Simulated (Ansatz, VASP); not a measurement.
**AlRu in VASP and in Ansatz**

```
Al Ru
1.0
     3.03647    0.00000    0.00000
     0.00000    3.03647    0.00000
     0.00000    0.00000    3.03647
Al Ru
1 1
Cartesian
  0.0000 0.0000 0.0000
  1.5182 1.5182 1.5182
```

Change from the starting cell: strain +0.015 along x and y, +0.015 along z, atoms carried along.

Alike in both runs: task single point; functional PBE; k mesh 16 × 16 × 16; occupations gaussian, width 0.15 eV; no spin polarisation.

```csv
,VASP,Ansatz
version,VASP 6.6.1,Ansatz 0.2.0
potentials or method,"VASP PAW PBE potentials, release 64 (Al, Ru_pv)","scalar-relativistic, plane waves, PAW"
plane-wave cutoff (eV),520,420
valence electrons in the cell,17,19
```

|  | VASP | Ansatz | Ansatz less VASP |
| --- | --- | --- | --- |
| gap on the k mesh at the Fermi level (eV) | none | none | - |
| pressure (GPa) | -6.1 | -6.1 | +0.05 |

A gap of «none» marks a metal or a gap that the smearing closes. The two sets of potentials don't hold the same shells in valence.
